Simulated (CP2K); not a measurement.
The system is Hf.

```
Hf
1.0
     3.07822    0.00000    0.00000
     1.47149    2.68087    0.00000
     1.96961    1.15184    2.62247
Hf
1
Direct
  0.00000 0.00000 0.00000
```

This isn't the form of Hf at room conditions, which is hcp.

Base run:

- Program: CP2K 2026.2
- Functional: LDA
- Potentials or basis: POTENTIAL_UZH Hf GTH-PBE-q12; TZVP-MOLOPT-PBE-GTH basis
- Density cutoff: 9184 eV
- k mesh: 11 × 11 × 10
- Occupations: fermi-dirac, width 0.05 eV
- Spin: no spin polarisation

Its results: band gap on the k mesh none (metal or under the smearing width); pressure -2.8 GPa.

Q: The run is repeated on the same cell with these changes: functional from LDA to TPSS. What comes out?

A: Band gap on the k mesh none (metal or under the smearing width); pressure 3.1 GPa.

Caveats: the potentials were made for another functional, which shifts forces and pressure; spin-orbit coupling is left out, which moves the levels of the heavy elements; the basis of atomic orbitals isn't converged, which shifts pressures, moduli and gaps.
